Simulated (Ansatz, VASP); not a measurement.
## GaN: VASP beside Ansatz

Wanted: the spread between two codes on one cell, functional and k mesh. The cell is taken from a series of VASP runs on this material, whose earlier steps may have relaxed, scaled or displaced it; both programs get it as it stands.

Calculated with Ansatz 0.2.0; plane waves, with VASP 6.6.1 beside it; relaxation of cell and atoms at LDA.

## Step 1: Starting point

Symmetry: P6_3mc, No. 186, hexagonal system. Conventional cell: a = 3.158 Å, b = 3.158 Å, c = 5.148 Å, α = 90.00°, β = 90.00°, γ = 120.00°. Ga has 4 N at 1.93 to 1.94 Å nearest. Nearest to N lie 4 Ga at 1.93 to 1.94 Å. Farther neighbours and most contacts between anions are not listed.

## Step 2: Ansatz: relaxation of cell and atoms, LDA

Ansatz runs on its default PAW (the set named soft_2) files.

The relaxed volume is the usual yardstick between codes: its relative difference is about their pressure difference at one cell divided by the bulk modulus.

Contents of input.yaml:

```yaml
crystal:
  lattice:
    - [3.1576401734, 0.0, 0.0]
    - [-1.5788200867, 2.7345966065, 0.0]
    - [0.0, 0.0, 5.1476918157]
  atoms:
    - { symbol: Ga, position: [0.3333333333, 0.6666666667, 0.0002931948] }
    - { symbol: Ga, position: [0.6666666667, 0.3333333333, 0.5002931948] }
    - { symbol: "N", position: [0.3333333333, 0.6666666667, 0.3767068052] }
    - { symbol: "N", position: [0.6666666667, 0.3333333333, 0.8767068052] }
hamiltonian:
  xc: lda
  pseudopotentials: { kind: paw }
kpoints:
  mp_grid: { grid: [10, 10, 5] }
scf:
  occupations: { method: gaussian, width: 0.02 }
relax:
  f_tol: 0.01
  max_steps: 60
  cell: { stress_tol: 0.05 }
output:
  forces: true
  stress: true
```

Command:

```bash
> ansatz run input.yaml --threads 4 --pin off --max-ram 9216MiB --backend cpu --events-out ev --progress --plain --runs-dir out
```

Numbers of over 12 decimals in the logs are rounded to 6 here.

The log of the run:

```text
Engine: ansatz 0.2.0, aarch64-unknown-linux-gnu
Pseudopotentials: kind: paw
Pseudopotential: Ga, paw, valence charge 13, recommended cutoff 420 eV (normal), Ga.paw.azcp
Pseudopotential: N, paw, valence charge 5, recommended cutoff 420 eV (normal), N.paw.azcp
Functional definition: SPW92
  exchange = slater_x
  correlation = pw_c
Crystal: 4 atoms, lattice volume = 44.450 Å³
Basis set: ecut = 420 eV, 869 PW (Γ)
Bands: 22, of which v1, the nominal top of the filled ones, is band 18 counted from 1 (17 counted from 0)
Symmetry: 12 space group operations
Space group: P63mc (ITA 186), of the structure as read, at distance tolerance 3.5e-5 Å
k-points: 42 of 500 (time reversal used)
Non-local potential: Ga, projectors of the file, l = 0: 2, l = 1: 2, l = 2: 3, l = 3: 1
Non-local potential: N, projectors of the file, l = 0: 2, l = 1: 2, l = 2: 1
PAW form: soft (Blöchl's): semilocal exchange-correlation on the pseudo side does not see the compensation charge
PAW frozen core: Ga, regenerated for the run's functional, and the local potential with it (the file was generated under x = pbe(κ = 0.804, μ = 0.219515), c = pbe(β = 0.066725))
PAW frozen core: N, regenerated for the run's functional, and the local potential with it (the file was generated under x = pbe(κ = 0.804, μ = 0.219515), c = pbe(β = 0.066725))
PAW one-centre angular grid: Ga, 590 points (default); XC on 64 Gauss nodes
PAW one-centre angular grid: N, 110 points (default); XC on 64 Gauss nodes
Initial density: superposition of atomic densities (neutral atoms: chi_scale 0, normalization atom), corrected by the library's trained network
Initial wavefunctions: pseudopotential atomic-orbital guess
Functional: x = slater, c = lda
SCF iter   1: F=—  HF=-8164.211149 eV  |F-HF|=—  |Δ(HF+E_count)|=         —  Δρ=1.35e-2  dr2=7.66e-2  ethr=1.77e-3  ⟨swp⟩=5.5  Hψ=3908  notcnv=0
preconditioner: auto → Resta (q_TF=auto, 2.634 Å⁻¹)  ε∞=5.0  [insulator: Δε(μ)=1.989 eV  Ē_g=16.676 eV  σ=0.020 eV  W_gap=1.00  n_scr=22 (ndim 8)  ℏωp=33.4 eV  f_vac=0.007  D(μ)=0.00/eV (n_scr^D=0)  ε∞_Penn≈5.0]
SCF iter   2: F=—  HF=-8164.189408 eV  |F-HF|=—  |Δ(HF+E_count)|=   2.17e-2  Δρ=3.62e-3  dr2=3.40e-3  ethr=2.13e-4  ⟨swp⟩=2.4  Hψ=1802  notcnv=0
SCF iter   3: F=—  HF=-8164.188472 eV  |F-HF|=—  |Δ(HF+E_count)|=   9.36e-4  Δρ=1.62e-3  dr2=5.47e-4  ethr=9.46e-6  ⟨swp⟩=1.2  Hψ=940  notcnv=0
SCF iter   4: F=—  HF=-8164.188287 eV  |F-HF|=—  |Δ(HF+E_count)|=   1.84e-4  Δρ=1.50e-4  dr2=5.33e-6  ethr=1.52e-6  ⟨swp⟩=2.1  Hψ=1686  notcnv=0
SCF iter   5: F=—  HF=-8164.188292 eV  |F-HF|=—  |Δ(HF+E_count)|=   4.28e-6  Δρ=6.54e-5  dr2=1.40e-6  ethr=1.48e-8  ⟨swp⟩=2.0  Hψ=1674  notcnv=0
SCF iter   6: F=-8164.188291 eV  HF=-8164.188291 eV  |F-HF|=1.97e-9  |Δ(HF+E_count)|=   8.03e-7  Δρ=1.28e-5  dr2=8.02e-8  ethr=2.78e-10  ⟨swp⟩=3.0  Hψ=4215  notcnv=0
SCF 1 converged in 6 iterations: F = -8164.188291 eV  dr2 = 8.02e-8
  greatest PAW one-centre occupation: 0.996 electrons in one spin orbital (limit 2), on the Ga atom at site 0 (counted from 0), in its partial waves of l = 2
relax step   1: F+E_penalty+E_count = -8164.18829090 eV  Δ(F+E_penalty+E_count) = +0.000e0 eV  max|allowed force component| = 1.186e-3 eV/Å  Δτ_max = 0.0000 Å  P = -1.107 GPa  Ω = 44.450 Å³  (6 SCF iters, dr2 threshold 1.00e-7 eV, accepted)
[...]
relax step   2: F+E_penalty+E_count = -8164.18959018 eV  Δ(F+E_penalty+E_count) = -1.299e-3 eV  max|allowed force component| = 3.313e-4 eV/Å  Δτ_max = 0.0000 Å  P = -0.440 GPa  Ω = 44.305 Å³  energy of the carried Pulay correction = +6.008e-4 eV  (4 SCF iters, dr2 threshold 4.00e-7 eV, accepted)
[...]
relax step   3: F+E_penalty+E_count = -8164.19011486 eV  Δ(F+E_penalty+E_count) = -5.247e-4 eV  max|allowed force component| = 2.639e-4 eV/Å  Δτ_max = 0.0000 Å  P = +0.003 GPa  Ω = 44.210 Å³  energy of the carried Pulay correction = +9.957e-4 eV  (4 SCF iters, dr2 threshold 4.00e-7 eV, accepted)
[...]
relax step   4: F+E_penalty+E_count = -8164.18922478 eV  Δ(F+E_penalty+E_count) = +8.901e-4 eV  max|allowed force component| = 2.431e-4 eV/Å  Δτ_max = 0.0000 Å  P = -0.027 GPa  Ω = 44.210 Å³  stress off target by 3.08e-2 GPa  SCF on the basis re-selected at this cell (its energy is not comparable with the rows above)  (6 SCF iters)
basis re-selected at this cell: Δ(F+E_penalty+E_count) = +8.901e-4 eV, ΔP = -0.030 GPa vs the last step (what re-selecting the basis moved, of the pressure what is left beyond the Pulay correction that the steps carried, after the strain that the cell walked since its last selection, with what the two solves' SCF thresholds leave and, on support functions, any second-order correction that the steps lacked; it is no m [...]
SCF converged after 6 iterations
Free energy (F): -8164.189225 eV
Harris-Foulkes:  -8164.189225 eV  (|F-HF|=0.00e0)
Internal energy: -8164.189225 eV  (E = F + TS)
E sigma→0 (E₀):  -8164.189225 eV
Fermi energy:    10.901778 eV
--- Per-component energies (eV) ---
  E_band       = -8.988350
  E_kinetic    = 496.106492
  E_local      = -3859.238785  (includes V_loc(G=0)·N_el)
  E_nonlocal   = 955.467445
  E_hartree    = 1774.991723
  E_xc         = -256.472161
  E_vxc        = -269.436550  (∫ρ·V_xc dr)
  E_paw        = -4070.213717  (= ΣΔE_a)
  E_vpaw       = -881.870337  (= ΣTr[D̂ρ^β])
  E_aug_tail   = 0.000033  (compensation charges beyond the density's cutoff)
  E_ewald      = -3208.447302
  E_core_change = 3.617048  (= ΣΔE_core)
  E_smearing   = -0.000000  (= −TS)
  E_closure    = -0.000000  (closes the sum)
  Σ components = -8164.189225   (vs F -8164.189225, Δ=0.00e0)
--- Forces (eV/Å), atoms counted from 1 ---
  atom   1  Ga    -0.00000000     0.00000000     0.00024338
  atom   2  Ga     0.00000000    -0.00000000     0.00024338
  atom   3  N      0.00000000     0.00000000    -0.00024273
  atom   4  N     -0.00000000    -0.00000000    -0.00024273
  max |Σ_I F_I| component: 1.29e-6 eV/Å
--- Stress (GPa, compression-positive) ---
       -0.024814       0.000000       0.000000
        0.000000      -0.024814       0.000000
       -0.000000       0.000000      -0.030802
  P = ⅓ Tr σ = -0.0268 GPa (-0.268 kbar)
--- Relaxed structure (3 steps of the walk, 3 accepted, 1 SCFs on fresh bases) ---
  F+E_penalty+E_count = -8164.18922478 eV   max|allowed force component| = 2.431e-4 eV/Å   (the final SCF, on the basis selected at the relaxed cell)
  cell:  # Å, volume = 44.2104 Å³
    - [3.151906, 1.0610285449782449e-19, 2.089460049496802e-19]
    - [-1.575953, 2.729631, -1.044730024748396e-19]
    - [3.4063084470469003e-19, 0, 5.138631]
  atoms:
    - { symbol: Ga, position: [0.333333, 0.666667, 0.000295661] }
    - { symbol: Ga, position: [0.666667, 0.333333, 0.500296] }
    - { symbol: N, position: [0.333333, 0.666667, 0.376704] }
    - { symbol: N, position: [0.666667, 0.333333, 0.876704] }
```

Run time: 5.7 s. Hardware: 4 threads of Arm Neoverse N1, shared host; peak memory 0.38 GiB; 21 s of CPU time.

## Step 3: VASP: relaxation of cell and atoms, LDA

The same cell, functional (in two slightly different forms), mesh and smearing now go to VASP, with its own data sets and cutoff.

Lines of VASP's logs that name or quote its potential files are left out, and so is its time.

Contents of INCAR:

```
SYSTEM = GaN
PREC = Accurate
ENCUT = 520
EDIFF = 1E-07
NELM = 120
ISMEAR = 0
SIGMA = 0.02
LREAL = .FALSE.
ALGO = Normal
GGA = CA
NBANDS = 24
LASPH = .TRUE.
LORBIT = 11
LWAVE = .FALSE.
LCHARG = .FALSE.
KPAR = 8
IBRION = 2
NSW = 80
ISIF = 3
EDIFFG = -0.005
POTIM = 0.4
```

Contents of POSCAR:

```
GaN
1.0
    3.1576401734      0.0000000000      0.0000000000
   -1.5788200867      2.7345966065      0.0000000000
    0.0000000000      0.0000000000      5.1476918157
Ga N
2 2
Direct
    0.3333333333      0.6666666667      0.0002931948
    0.6666666667      0.3333333333      0.5002931948
    0.3333333333      0.6666666667      0.3767068052
    0.6666666667      0.3333333333      0.8767068052
```

Contents of KPOINTS:

```
Automatic mesh
0
Gamma
10 10 5
0 0 0
```

The projector-augmented-wave data sets are Ga_d and N (LDA family, release 64).

Command:

```bash
> mpirun -np 8 vasp_std
```

The log of the run:

```text
[banner, memory and clock lines left out]
running    8 mpi-ranks, on    1 nodes
 distrk:  each k-point on    1 cores,    8 groups
 distr:  one band on    1 cores,    1 groups

 POSCAR found type information on POSCAR GaN
 POSCAR found :  2 types and       4 ions
|                                                                             |
|           W    W    AA    RRRRR   N    N  II  N    N   GGGG   !!!           |
|           W    W   A  A   R    R  NN   N  II  NN   N  G    G  !!!           |
|           W    W  A    A  R    R  N N  N  II  N N  N  G       !!!           |
|           W WW W  AAAAAA  RRRRR   N  N N  II  N  N N  G  GGG   !            |
|           WW  WW  A    A  R   R   N   NN  II  N   NN  G    G                |
|           W    W  A    A  R    R  N    N  II  N    N   GGGG   !!!           |
|                                                                             |
|     For optimal performance we recommend to set                             |
|       NCORE = 2 up to number-of-cores-per-socket                            |
|     NCORE specifies how many cores store one orbital (NPAR=cpu/NCORE).      |
|     This setting can greatly improve the performance of VASP for DFT.       |
|     The default, NCORE=1 might be grossly inefficient on modern             |
|     multi-core architectures or massively parallel machines. Do your        |
|     Unfortunately you need to use the default for GW and RPA                |
|     calculations (for HF NCORE is supported but not extensively tested      |
|     yet).                                                                   |
|                                                                             |

 LDA part: xc-table for (Slater(with rela. corr.)+CA(PZ))
 , standard interpolation
 POSCAR, INCAR and KPOINTS ok, starting setup
 FFT: planning ... GRIDC
 FFT: planning ... GRID_SOFT
 FFT: planning ... GRID
 WAVECAR not read
 entering main loop
       N       E                     dE             d eps       ncg     rms          rms(c)
DAV:   1     0.271566015203E+03    0.27157E+03   -0.18348E+04  2144   0.282E+03
DAV:   2     0.632751164630E-01   -0.27150E+03   -0.26033E+03  2280   0.511E+02
DAV:   3    -0.311362342574E+02   -0.31200E+02   -0.30953E+02  2408   0.142E+02
DAV:   4    -0.320422881423E+02   -0.90605E+00   -0.90456E+00  2480   0.269E+01
DAV:   5    -0.320588732785E+02   -0.16585E-01   -0.16579E-01  2432   0.336E+00    0.108E+01
DAV:   6    -0.279344353471E+02    0.41244E+01   -0.12861E+01  3512   0.549E+01    0.315E+00
DAV:   7    -0.279713560008E+02   -0.36921E-01   -0.13801E+00  2232   0.899E+00    0.259E+00
DAV:   8    -0.279339648094E+02    0.37391E-01   -0.28641E-01  3416   0.623E+00    0.114E+00
DAV:   9    -0.279102194624E+02    0.23745E-01   -0.87258E-02  3376   0.469E+00    0.330E-01
DAV:  10    -0.279110410661E+02   -0.82160E-03   -0.56793E-03  2248   0.612E-01    0.140E-01
DAV:  11    -0.279107638437E+02    0.27722E-03   -0.14872E-03  3240   0.703E-01    0.462E-02
DAV:  12    -0.279107810813E+02   -0.17238E-04   -0.16142E-04  2208   0.829E-02    0.602E-02
DAV:  13    -0.279107850355E+02   -0.39542E-05   -0.32007E-06  3072   0.138E-02    0.648E-02
DAV:  14    -0.279107718709E+02    0.13165E-04   -0.95998E-06  2968   0.420E-02    0.417E-02
DAV:  15    -0.279107686998E+02    0.31710E-05   -0.31241E-06  3144   0.145E-02    0.327E-02
DAV:  16    -0.279107652669E+02    0.34329E-05   -0.27747E-06  2552   0.172E-02    0.216E-02
DAV:  17    -0.279107632417E+02    0.20253E-05   -0.52012E-06  3368   0.220E-02    0.576E-03
DAV:  18    -0.279107631544E+02    0.87323E-07   -0.78683E-07  3000   0.726E-03
   1 F= -.27910763E+02 E0= -.27910763E+02  d E =-.279108E+02
 curvature:   0.00 expect dE= 0.000E+00 dE for cont linesearch  0.000E+00
 trial: gam= 0.00000 g(F)=  0.714E-08 g(S)=  0.682E-07 ort = 0.000E+00 (trialstep = 0.100E+01)
 search vector abs. value=  0.754E-07
 reached required accuracy - stopping structural energy minimisation
```

Parts of OUTCAR (step 3):

```text
ion  position               nearest neighbor table
   1  0.333  0.667  0.000-   4 1.93   4 1.93   4 1.93   3 1.94
   2  0.667  0.333  0.500-   3 1.93   3 1.93   3 1.93   4 1.94
   3  0.333  0.667  0.377-   2 1.93   2 1.93   2 1.93   1 1.94
   4  0.667  0.333  0.877-   1 1.93   1 1.93   1 1.93   2 1.94

  LATTYP: Found a hexagonal cell.
 ALAT       =     3.1576401734
 C/A-ratio  =     1.6302338243

 Subroutine GETGRP returns: Found 12 space group operations
 (whereof  6 operations were pure point group operations)

The static configuration has the point symmetry C_3v.
 The point group associated with its full space group is C_6v.

 Found     42 irreducible k-points:

   k-points           NKPTS =     42   k-points in BZ     NKDIM =     42   number of bands    NBANDS=     24

   dimension x,y,z NGX =    24 NGY =   24 NGZ =   40
   dimension x,y,z NGXF=    48 NGYF=   48 NGZF=   80

   ENCUT  =  520.0 eV  38.22 Ry    6.18 a.u.   5.87  5.87  9.57*2*pi/ulx,y,z

   NELECT =      36.0000    total number of electrons

 k-points in reciprocal lattice and weights: Automatic mesh
   0.00000000  0.00000000  0.00000000       0.002
   0.10000000  0.00000000  0.00000000       0.012
   0.20000000  0.00000000  0.00000000       0.012
   0.30000000  0.00000000  0.00000000       0.012
   0.40000000  0.00000000  0.00000000       0.012
   0.50000000  0.00000000  0.00000000       0.006
   0.10000000  0.10000000  0.00000000       0.012
   0.20000000  0.10000000  0.00000000       0.024
   0.30000000  0.10000000  0.00000000       0.024
[...]
0.40000000  0.20000000  0.40000000       0.024
   0.30000000  0.30000000  0.40000000       0.024

 average (electrostatic) potential at core
       1 -64.4171       2 -64.4171       3 -61.6768       4 -61.6768

 E-fermi :   5.4793

 k-point     1 :       0.0000    0.0000    0.0000
  band No.  band energies     occupation
    ...
     14       4.3010      2.00000
     15       4.3010      2.00000
     16       5.3256      2.00000
     17       5.3783      2.00000
     18       5.3783      2.00000
     19       7.4865      0.00000
     20       9.7246      0.00000
     21      14.5640      0.00000
     22      15.2480      0.00000
     23      15.2480      0.00000
    ...

 k-point     2 :       0.1000    0.0000    0.0000
  band No.  band energies     occupation
    ...
     14       3.5637      2.00000
     15       4.0853      2.00000
     16       4.5674      2.00000
     17       5.2226      2.00000
     18       5.2847      2.00000
     19       8.2100      0.00000
     20      10.3263      0.00000
     21      14.2345      0.00000
     22      14.6290      0.00000
     23      15.5114      0.00000
    ...

 k-point     3 :       0.2000    0.0000    0.0000
  band No.  band energies     occupation
    ...
     14       2.0268      2.00000
     15       3.1964      2.00000
     16       3.5847      2.00000
     17       4.8890      2.00000
     18       5.0229      2.00000
     19       9.2997      0.00000
     20      11.2387      0.00000
     21      13.1378      0.00000
     22      14.1002      0.00000
     23      15.6360      0.00000
    ...

  Total       -0.0017808     -0.0017808     -0.0008522      0.0000000      0.0000000      0.0000000
  in kB       -0.0641888     -0.0641888     -0.0307182      0.0000000      0.0000000      0.0000000
  external PRESSURE =      -0.0530319 kB  Pullay stress =       0.0000000 kB

  energy-cutoff  :      520.00
  volume of cell :       44.45
      direct lattice vectors                 reciprocal lattice vectors
     3.157640173  0.000000000  0.000000000     0.316692196  0.182842324  0.000000000
    -1.578820087  2.734596606  0.000000000     0.000000000  0.365684649  0.000000000
     0.000000000  0.000000000  5.147691816     0.000000000  0.000000000  0.194261824

 POSITION                                       TOTAL-FORCE (eV/Angst)
 -----------------------------------------------------------------------------------
     -0.00000      1.82306      0.00151        -0.000000      0.000000      0.000215
      1.57882      0.91153      2.57536         0.000000      0.000000      0.000215
     -0.00000      1.82306      1.93917        -0.000000      0.000000     -0.000215
      1.57882      0.91153      4.51302         0.000000     -0.000000     -0.000215
 -----------------------------------------------------------------------------------
    total drift:                               -0.000001     -0.000001      0.000557

  FREE ENERGIE OF THE ION-ELECTRON SYSTEM (eV)
  ---------------------------------------------------
  free  energy   TOTEN  =       -27.9107631544 eV

  energy  without entropy=      -27.9107631544  energy(sigma->0) =      -27.91076315

 reached required accuracy - stopping structural energy minimisation

 total charge
# of ion       s       p       d       tot
------------------------------------------
    1        0.801   0.942  10.195  11.938
    2        0.801   0.942  10.195  11.938
    3        1.209   2.511   0.000   3.720
    4        1.209   2.511   0.000   3.720
--------------------------------------------------
tot          4.020   6.906  20.390  31.316

[... 3 further parts left out ...]
```

CONTCAR:

```
GaN
   1.00000000000000
     3.1576401733999999    0.0000000000000000    0.0000000000000000
    -1.5788200867000000    2.7345966064999998    0.0000000000000000
     0.0000000000000000    0.0000000000000000    5.1476918157000000
  Ga              N
     2     2
Direct
     0.3333333332999970    0.6666666667000030    0.0002931948000011
     0.6666666667000030    0.3333333332999970    0.5002931948000011
     0.3333333332999970    0.6666666667000030    0.3767068052000013
     0.6666666667000030    0.3333333332999970    0.8767068052000013
```

## Step 4: Side by side

Known differences besides the potentials themselves: the two LDA forms differ slightly; both relaxations stop at a tolerance, which leaves soft axes loose, and VASP keeps its plane-wave basis; the cutoff is 420 eV in Ansatz and 520 eV in VASP; VASP's log shows a relativistic correction to its local exchange, Ansatz's none; Ansatz adds a Pulay correction to the stress that steers its cell, VASP none. Total energies have different zeros and are not compared.

The two programs side by side:

```csv
quantity,Ansatz,VASP,difference
volume (Å³),44.21,44.45,-0.54 %
"edge a after relaxation, in the typed setting (Å)",3.152,3.158,-0.18 %
"edge c after relaxation, in the typed setting (Å)",5.139,5.148,-0.18 %
```

The walks stopped with -0.03 GPa left in Ansatz and -0.01 GPa in VASP; each walk ends within a tolerance, so the volume difference is uncertain by about these residues over the bulk modulus, most in soft cells.

## Step 5: Results

```
difference in volume (relaxation of cell and atoms, LDA) : -0.54 %
```

In words: The difference in volume is -0.54 % (relaxation of cell and atoms, LDA), within the 1.2 % picked in this series as the mark of a large difference, as far as the stopping tolerances let one tell. Such differences can come from data sets, numerical settings and the points named under the comparisons, not from the functional's error against experiment.

[Lines on the potential files, build, host, timing and source positions are cut from VASP's logs without a mark.]

[Logs are printed without paths, hosts, clocks, repeated set-up lines and the standing remarks that a program may print on its own settings, such as how far it seeks lower states.]

[Hosts, paths, dates, database ids (printed as entryN), source tags and the programs' standing remarks are cut or masked in the printed files.]
